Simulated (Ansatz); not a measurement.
System: LaAlO3 (model structure, started from the LiNbO3 type, R-3c, No. 167, 10 atoms in the cell). Method: PBEsol in Ansatz (plane waves, PAW).

Numerical settings: plane-wave cutoff 500 eV, 10×10×10 k mesh, Fermi–Dirac smearing 0.05 eV, scalar-relativistic PAW data made under PBE.

Cell (relaxed at this level):

```xyz
10
Lattice="2.6766 1.5453 4.3495 -2.6766 1.5453 4.3495 0.0000 -3.0906 4.3495" Properties=species:S:1:pos:R:3 pbc="T T T"
La     0.0000     0.0000     3.3933
La     0.0000     0.0000     9.9176
Al     0.0000     0.0000     0.1313
Al     0.0000     0.0000     6.6555
O      1.4345     0.6062     5.5681
O     -1.2422     0.9392     5.5681
O     -0.1923    -1.5454     5.5681
O      0.1923     1.5453     7.7428
O     -1.4344    -0.6061     7.7428
O      1.2421    -0.9392     7.7428
```

What does this level give for the band gap?


* **band gap**: 3.94 eV (on the SCF k mesh)

Spin–orbit coupling is not included.

Computed values are for the static lattice.

Computing time: about 12 core-minutes (a rough figure).

A model structure was made by putting elements into a prototype or built by hand; here it ended with the formula and space group of a phase in our tables.

Ansatz is a quantum-chemistry and plane-wave program.
